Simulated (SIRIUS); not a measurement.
Crystal: W.

```
W
1.0
    -1.58234    1.58234    1.58234
     1.58234   -1.58234    1.58234
     1.58234    1.58234   -1.58234
W
1
Direct
  0.00000 0.00000 0.00000
```

Base run:

```yaml
Program: SIRIUS 7.10.0
Functional: PBEsol
Potentials_or_basis: PseudoDojo 0.4.1 PBE standard (scalar relativistic)
Cutoff: 1030 eV
Density_cutoff: 4119 eV
k_mesh: 12 × 12 × 12
Occupations: fermi-dirac, width 0.05 eV
Spin: no spin polarisation
```

Its results: band gap on the k mesh none (metal or under the smearing width); pressure -2.1 GPa.

**Question.** The run is repeated on the same cell with these changes: potentials or basis from PseudoDojo 0.4.1 PBE standard (scalar relativistic) to PseudoDojo 0.4.1 PBEsol standard (scalar relativistic). What comes out?

**Answer.** Band gap on the k mesh none (metal or under the smearing width); pressure -2.8 GPa.

Caveats: the potentials were made for another functional, which shifts forces and pressure (some runs).

Not every run made on this cell is shown here.
